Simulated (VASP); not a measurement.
## K under changes of volume

One of the cells (80.089 Å³/atom); the others are scaled copies at fixed shape and fractional positions:

```xyz
1
Lattice="-2.7154 2.7154 2.7154 2.7154 -2.7154 2.7154 2.7154 2.7154 -2.7154" Properties=species:S:1:pos:R:3 pbc="T T T"
K     0.0000    0.0000    0.0000
```

| Property | Result |
| --- | --- |
| Program | VASP 6.6.1 |
| Functional | PBE |
| Potentials or basis | VASP PAW PBE potentials, release 64 (K_sv) |
| Cutoff | 520 eV |
| k mesh | 7 × 7 × 7 |
| Occupations | fermi-dirac, width 0.05 eV |
| Spin | no spin polarisation |

```csv
volume (Å³/atom),energy over the lowest point (meV/atom),pressure (GPa)
73.807,0.00,0.0
75.378,0.44,-0.1
76.948,1.54,-0.2
80.089,5.50,-0.3
81.659,8.26,-0.3
83.230,?,?
```

**Question.** What does the run at 83.230 Å³/atom give?

**Answer.** Energy over the lowest point 11.46 meV/atom; pressure -0.4 GPa.

Worked out: A Birch-Murnaghan fit of order 3 (a polynomial in V^(-2/3)) to the other rows has its minimum at 73.61 Å³/atom, just outside them, with B0 = V·E''(V) = 3.5 GPa and B' = 3.2. It gives 11.48 meV/atom at 83.230 Å³/atom, against the run's 11.46, and -dE/dV = -0.4 GPa, against -0.4.

Energies are extrapolated to zero smearing.
